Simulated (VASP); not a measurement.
# Bi (Fm-3m) in VASP: a series of runs

One crystal, Bi, is run at these levels: BLYP; tasks: single point.

All numbers are computed with VASP 6.6.1; they aren't measurements. Logs are shortened: lines on timing, memory, paths and dates and some standing lists are left out, and cuts for length are marked.

## (1) Starting point

The structure is cubic, space group Fm-3m (No. 225). The conventional cell has a = 5.241 Å, b = 5.241 Å, c = 5.241 Å, α = 90.00°, β = 90.00°, γ = 90.00°. Bi (site symmetry m-3m) is surrounded by 12 Bi at 3.71 Å.

This isn't the form of Bi at room conditions, which is rhombohedral.

## (2) Single point, BLYP

Contents of INCAR:

```
SYSTEM = Bi
PREC = Accurate
ENCUT = 520
EDIFF = 1E-6
ISMEAR = -1
SIGMA = 0.1
LREAL = .FALSE.
LASPH = .TRUE.
NELM = 100
ALGO = Normal
ISIF = 2
LWAVE = .FALSE.
LCHARG = .FALSE.
GGA = B5
ALDAX = 1.0
AGGAX = 1.0
AGGAC = 1.0
ALDAC = 0.0
NBANDS = 14
```

Contents of KPOINTS:

```
regular mesh
0
G
  12 12 12
  0 0 0
```

Contents of POSCAR:

```
Bi
1.0
    0.0000000000      2.6204427901      2.6204427901
    2.6204427901      0.0000000000      2.6204427901
    2.6204427901      2.6204427901      0.0000000000
Bi
1
Direct
    0.0000000000      0.0000000000      0.0000000000
```

Potentials or basis: VASP PAW PBE potentials, release 64 (Bi_d).

Command:

```sh
cat potpaw_PBE.64/Bi_d/POTCAR > POTCAR
mpirun -np 1 vasp_std > vasp.out
```

OUTCAR:

```text
SYSTEM = Bi
   PREC = Accurate
   ENCUT = 520
   EDIFF = 1E-6
   ISMEAR = -1
   LREAL = .FALSE.
   LASPH = .TRUE.
   NELM = 100
   ISIF = 2
   GGA = B5

 ion  position               nearest neighbor table
   1  0.000  0.000  0.000-

  LATTYP: Found a face centered cubic cell.
 ALAT       =     5.2408855802

  Lattice vectors:

 A1 = (   0.0000000000,   2.6204427901,   2.6204427901)
 A2 = (   2.6204427901,   0.0000000000,   2.6204427901)
 A3 = (   2.6204427901,   2.6204427901,   0.0000000000)

Analysis of symmetry for initial positions (statically):
=====================================================================
 Subroutine PRICEL returns:
 Original cell was already a primitive cell.

 Routine SETGRP: Setting up the symmetry group for a
 face centered cubic supercell.

 Subroutine GETGRP returns: Found 48 space group operations
 (whereof 48 operations were pure point group operations)
 out of a pool of 48 trial point group operations.

The static configuration has the point symmetry O_h .

Analysis of symmetry for dynamics (positions and initial velocities):
=====================================================================
 Subroutine PRICEL returns:
 Original cell was already a primitive cell.

 Routine SETGRP: Setting up the symmetry group for a
 face centered cubic supercell.

 Subroutine GETGRP returns: Found 48 space group operations
 (whereof 48 operations were pure point group operations)
 out of a pool of 48 trial point group operations.

The dynamic configuration has the point symmetry O_h .

 Subroutine INISYM returns: Found 48 space group operations
 (whereof 48 operations are pure point group operations),
 and found     1 'primitive' translations

----------------------------------------------------------------------------------------

                                     Primitive cell

  volume of cell :      35.9877

  direct lattice vectors                    reciprocal lattice vectors
     0.000000000  2.620442790  2.620442790    -0.190807447  0.190807447  0.190807447
     2.620442790  0.000000000  2.620442790     0.190807447 -0.190807447  0.190807447
     2.620442790  2.620442790  0.000000000     0.190807447  0.190807447 -0.190807447

  length of vectors
     3.705865733  3.705865733  3.705865733     0.330488193  0.330488193  0.330488193

  position of ions in fractional coordinates (direct lattice)
     0.000000000  0.000000000  0.000000000

  ion indices of the primitive-cell ions
   primitive index   ion index
                 1           1

----------------------------------------------------------------------------------------

 KPOINTS: regular mesh

Automatic generation of k-mesh.
 Grid dimensions read from file:
 generate k-points for:   12   12   12

 Generating k-lattice:

  Cartesian coordinates                     Fractional coordinates (reciprocal lattice)
    -0.015900621  0.015900621  0.015900621     0.083333333  0.000000000  0.000000000
     0.015900621 -0.015900621  0.015900621     0.000000000  0.083333333  0.000000000
     0.015900621  0.015900621 -0.015900621     0.000000000  0.000000000  0.083333333

  Length of vectors
     0.027540683  0.027540683  0.027540683

  Shift w.r.t. Gamma in fractional coordinates (k-lattice)
     0.000000000  0.000000000  0.000000000

 Subroutine IBZKPT returns following result:
 ===========================================

 Found     72 irreducible k-points:

 Following reciprocal coordinates:
            Coordinates               Weight
  0.000000  0.000000  0.000000      1.000000
  0.083333  0.000000  0.000000      8.000000
  0.166667  0.000000  0.000000      8.000000
  0.250000  0.000000  0.000000      8.000000
  0.333333  0.000000  0.000000      8.000000
  0.416667  0.000000  0.000000      8.000000
[... 16 lines left out ...]
  0.500000  0.166667  0.000000     24.000000
 -0.416667  0.166667  0.000000     24.000000
 [... further k-points ...]
   k-points           NKPTS =     72   k-points in BZ     NKDIM =     72   number of bands    NBANDS=     14
   number of dos      NEDOS =    301   number of ions     NIONS =      1
   total plane-waves  NPLWV =  21952
   dimension x,y,z NGX =    28 NGY =   28 NGZ =   28
   dimension x,y,z NGXF=    56 NGYF=   56 NGZF=   56
   ions per type =               1
   NGX,Y,Z   is equivalent  to a cutoff of  12.56, 12.56, 12.56 a.u.
   NGXF,Y,Z  is equivalent  to a cutoff of  25.12, 25.12, 25.12 a.u.
 SYSTEM =  Bi
   PREC   = accura    normal or accurate (medium, high low for compatibility)
   ISTART =      0    job   : 0-new  1-cont  2-samecut
   ICHARG =      2    charge: 1-file 2-atom 10-const
   ISPIN  =      1    spin polarized calculation?
   LNONCOLLINEAR =      F non collinear calculations
   LSORBIT =      F    spin-orbit coupling
   LASPH  =      T    aspherical Exc in radial PAW
   ENCUT  =  520.0 eV  38.22 Ry    6.18 a.u.   6.89  6.89  6.89*2*pi/ulx,y,z
   NELM   =    100;   NELMIN=  2; NELMDL= -5     # of ELM steps
   EDIFF  = 0.1E-05   stopping-criterion for ELM
   LREAL  =      F    real-space projection
   EDIFFG = 0.1E-04   stopping-criterion for IOM
   NSW    =      0    number of steps for IOM
   IBRION =     -1    ionic relax: 0-MD 1-quasi-New 2-CG
   NFREE  =      0    steps in history (QN), initial steepest desc. (CG)
   ISIF   =      2    stress and relaxation
   ISYM   =      2    0-nonsym 1-usesym 2-fastsym
   POTIM  = 0.5000    time-step for ionic-motion
   TEBEG  =    0.0;   TEEND  =   0.0 temperature during run
   PSTRESS=    0.0 pullay stress
   NELECT =      15.0000    total number of electrons
   NUPDOWN=      -1.0000    fix difference up-down
   EMIN   =  10.00;   EMAX   =-10.00  energy-range for DOS
   EFERMI =   0.00;   METHOD = LEGACY
   ISMEAR =    -1;   SIGMA  =   0.10  broadening in eV -4-tet -1-fermi 0-gaus
   EFERMI_NEDOS =   21; number of points for ismear=-14 and -15
   IALGO  =     38    algorithm
   IMIX   =      4    mixing-type and parameters
     AMIX     =   0.40;   BMIX     =  1.00
     AMIX_MAG =   1.60;   BMIX_MAG =  1.00
  volume/ion in A,a.u.               =      35.99       242.86
  Fermi-wavevector in a.u.,A,eV,Ry     =   1.222890  2.310926 20.346953  1.495459
  Thomas-Fermi vector in A             =   2.358020
   LORBIT       =      0    0 simple, 1 ext, 2 COOP (PROOUT), +10 PAW based schemes
   GGA     = B5    functional components
   LHFCALC =     F    Hartree Fock is set to
   AEXX    =    0.0000 exact exchange contribution
   IVDW    =     0    specifies the selected vdW correction
   LEPSILON=     F    determine dielectric tensor
   LRPA    =     F    only Hartree local field effects (RPA)
 non-spin polarized calculation
  energy-cutoff  :      520.00
  volume of cell :       35.99
 maximum number of plane-waves:       982
   NGX = 13   NGY = 13   NGZ = 13

 number of electron      15.0000005 magnetization

 Free energy of the ion-electron system (eV)
  ---------------------------------------------------
  ext. energy  EPLUGINS =         0.00000000
  ---------------------------------------------------
  free energy    TOTEN  =        -2.91977460 eV

  energy without entropy =       -2.89081226  energy(sigma->0) =       -2.90529343

 E-fermi :   6.8034     XC(G=0):  -9.0114

 val. band max:        6.7890714917   @ k =  -0.2500   0.4167   0.1667
 cond. band min:       6.8784833068   @ k =  -0.1667   0.2500   0.0833
 fundamental gap:      0.0894118150
 Fermi energy:         6.8034312970

 k-point     1 :       0.0000    0.0000    0.0000
  band No.  band energies     occupation
      1     -16.1725      2.00000
      2     -16.1725      2.00000
      3     -16.1725      2.00000
      4     -16.1303      2.00000
      5     -16.1303      2.00000
      6      -5.9662      2.00000
      7      10.6401      0.00000
      8      10.6401      0.00000
      9      10.6401      0.00000
     10      14.4930      0.00000
     11      16.1984      0.00000
     12      16.9989      0.00000
     13      16.9989      0.00000
     14      16.9989      0.00000

 k-point     2 :       0.0833    0.0000    0.0000
  band No.  band energies     occupation
      1     -16.1717      2.00000
      2     -16.1692      2.00000
      3     -16.1692      2.00000
      4     -16.1302      2.00000
      5     -16.1302      2.00000
      6      -5.8693      2.00000
      7       9.5730      0.00000
      8      10.5344      0.00000
      9      10.5344      0.00000
     10      14.9667      0.00000
     11      15.7903      0.00000
     12      17.1945      0.00000
     13      17.1945      0.00000
     14      18.3457      0.00000

 k-point     3 :       0.1667    0.0000    0.0000
  band No.  band energies     occupation
      1     -16.1697      2.00000
      2     -16.1629      2.00000
      3     -16.1629      2.00000
      4     -16.1272      2.00000
      5     -16.1272      2.00000
      6      -5.5849      2.00000
      7       7.6403      0.00046
      8      10.2691      0.00000
      9      10.2691      0.00000
     10      14.4705      0.00000
     11      17.0706      0.00000
     12      17.4918      0.00000
     13      17.4918      0.00000
     14      18.2243      0.00000

 k-point     4 :       0.2500    0.0000    0.0000
  band No.  band energies     occupation
      1     -16.1671      2.00000
      2     -16.1609      2.00000
      3     -16.1609      2.00000
      4     -16.1164      2.00000
      5     -16.1164      2.00000
      6      -5.1377      2.00000
      7       5.7074      1.99997
      8       9.9486      0.00000
      9       9.9486      0.00000
     10      14.0183      0.00000
     11      17.1156      0.00000
     12      17.1156      0.00000
     13      17.2393      0.00000
     14      18.7219      0.00000

 k-point     5 :       0.3333    0.0000    0.0000
  band No.  band energies     occupation
      1     -16.1649      2.00000
      2     -16.1634      2.00000
      3     -16.1634      2.00000
      4     -16.1010      2.00000
      5     -16.1010      2.00000
      6      -4.5893      2.00000
      7       4.0373      2.00000
      8       9.6629      0.00000
      9       9.6629      0.00000
     10      13.7515      0.00000
     11      16.4669      0.00000
[... 276 lines left out ...]
 k-point    22 :       0.4167    0.1667    0.0000
  band No.  band energies     occupation
      1     -16.1782      2.00000
      2     -16.1532      2.00000
      3     -16.1430      2.00000
      4     -16.1107      2.00000
      5     -16.0858      2.00000
      6      -4.1275      2.00000
      7       3.8355      2.00000
      8       7.8435      0.00006
      9       8.5276      0.00000
     10      13.3919      0.00000
     11      16.1968      0.00000
     12      17.6605      0.00000
     13      18.1748      0.00000
     14      19.6973      0.00000

 k-point    23 :       0.5000    0.1667    0.0000
  band No.  band energies     occupation
      1     -16.1753      2.00000
      2     -16.1496      2.00000
      3     -16.1463      2.00000
      4     -16.1029      2.00000
      5     -16.0825      2.00000
      6      -3.7194      2.00000
      7       2.9683      2.00000
      8       7.3532      0.00816
      9       8.6186      0.00000
     10      13.3649      0.00000
     11      16.2852      0.00000
     12      17.6460      0.00000
     13      18.8983      0.00000
     14      19.6731      0.00000

 k-point    24 :      -0.4167    0.1667    0.0000
  band No.  band energies     occupation
      1     -16.1720      2.00000
      2     -16.1485      2.00000
      3     -16.1480      2.00000
      4     -16.0973      2.00000
      5     -16.0892      2.00000
      6      -3.6551      2.00000
      7       2.8508      2.00000
      8       7.0375      0.17556
      9       8.8967      0.00000
     10      13.5826      0.00000
     11      16.0896      0.00000
     12      17.2956      0.00000
     13      19.8584      0.00000
     14      20.7525      0.00000

 [... further k-points ...]

------------------------ aborting loop because EDIFF is reached ----------------------------------------

  FORCE on cell =-STRESS in cart. coord.  units (eV):
  Direction    XX          YY          ZZ          XY          YZ          ZX
  --------------------------------------------------------------------------------------
  -------------------------------------------------------------------------------------
  Total       -0.3386489     -0.3386489     -0.3386489     -0.0000000     -0.0000000      0.0000000
  in kB      -15.0766963    -15.0766963    -15.0766963     -0.0000000     -0.0000000      0.0000000
  external PRESSURE =     -15.0766963 kB  Pullay stress =       0.0000000 kB

 VOLUME and BASIS-vectors are now :
 -----------------------------------------------------------------------------
  energy-cutoff  :      520.00
  volume of cell :       35.99
      direct lattice vectors                 reciprocal lattice vectors
     0.000000000  2.620442790  2.620442790    -0.190807447  0.190807447  0.190807447
     2.620442790  0.000000000  2.620442790     0.190807447 -0.190807447  0.190807447
     2.620442790  2.620442790  0.000000000     0.190807447  0.190807447 -0.190807447

 POSITION                                       TOTAL-FORCE (eV/Angst)
 -----------------------------------------------------------------------------------
      0.00000      0.00000      0.00000         0.000000     -0.000000      0.000000
 -----------------------------------------------------------------------------------
    total drift:                               -0.000000     -0.000000     -0.000000

  FREE ENERGIE OF THE ION-ELECTRON SYSTEM (eV)
  ---------------------------------------------------
  free  energy   TOTEN  =        -2.9197745985 eV

  energy  without entropy=       -2.8908122555  energy(sigma->0) =       -2.90529343
```

It took 31 s on 1 thread of Intel Xeon Platinum 8259CL at 2.50GHz (Skylake/Cascade Lake), shared host; peak memory 0.17 GiB.

Results:

* Free energy: -2.9198 eV
* Pressure: -1.5 GPa
* Band gap on the k mesh: none (metal or under the smearing width)

Levels at points of the mesh, in eV from the Fermi level:
```tsv
k point	band 5	band 6	band 7	band 8	band 9	band 10
(0.00, 0.00, 0.00)	-22.93	-12.77	3.84	3.84	3.84	7.69
(0.50, 0.00, 0.00)	-22.89	-10.66	-4.42	2.60	2.60	6.79
(0.50, 0.50, 0.00)	-22.88	-9.88	-3.78	0.24	0.24	4.32
```

Caveat: the PAW data sets were made with another functional, which shifts forces and pressure a little; spin-orbit coupling is left out, which moves the levels of the heavy elements.

## (3) Single point, BLYP

This run uses another cell than the first one, of 30.45 Å³/atom, 0.846 times its volume.

Contents of INCAR:

```
SYSTEM = Bi
PREC = Accurate
ENCUT = 520
EDIFF = 1E-6
ISMEAR = -1
SIGMA = 0.1
LREAL = .FALSE.
LASPH = .TRUE.
NELM = 80
ALGO = Normal
ISIF = 2
LWAVE = .FALSE.
LCHARG = .TRUE.
GGA = B5
ALDAX = 1.0
AGGAX = 1.0
AGGAC = 1.0
ALDAC = 0.0
LELF = .TRUE.
LVHAR = .TRUE.
NBANDS = 14
```

Contents of KPOINTS:

```
Automatic mesh
0
G
  12 12 12
  0 0 0
```

Contents of POSCAR:

```
Bi
1.0
    0.0000000000      2.4785125759      2.4785125759
    2.4785125759      0.0000000000      2.4785125759
    2.4785125759      2.4785125759      0.0000000000
Bi
1
Direct
    0.0000000000      0.0000000000      0.0000000000
```

Potentials or basis: VASP PAW PBE potentials, release 64 (Bi_d).

Command:

```sh
cat potpaw_PBE.64/Bi_d/POTCAR > POTCAR
mpirun -np 1 vasp_std > vasp.out
```

Wall time 39 s (1 thread of Intel Xeon Platinum 8259CL at 2.50GHz (Skylake/Cascade Lake), shared host); peak memory 0.17 GiB.

The run converged. Its results:

```
Free energy            : -2.8471 eV
Pressure               : 6.9 GPa
Band gap on the k mesh : none (metal or under the smearing width)
```

Levels at points of the mesh, in eV from the Fermi level:
| k point | band 5 | band 6 | band 7 | band 8 | band 9 | band 10 |
| --- | --- | --- | --- | --- | --- | --- |
| (0.00, 0.00, 0.00) | -23.02 | -13.83 | 4.89 | 4.89 | 4.89 | 9.31 |
| (0.50, 0.00, 0.00) | -22.94 | -10.92 | -5.37 | 3.28 | 3.28 | 7.74 |
| (0.50, 0.50, 0.00) | -22.92 | -9.80 | -4.58 | 0.26 | 0.26 | 4.40 |

Caveat: the PAW data sets were made with another functional, which shifts forces and pressure a little; spin-orbit coupling is left out, which moves the levels of the heavy elements.
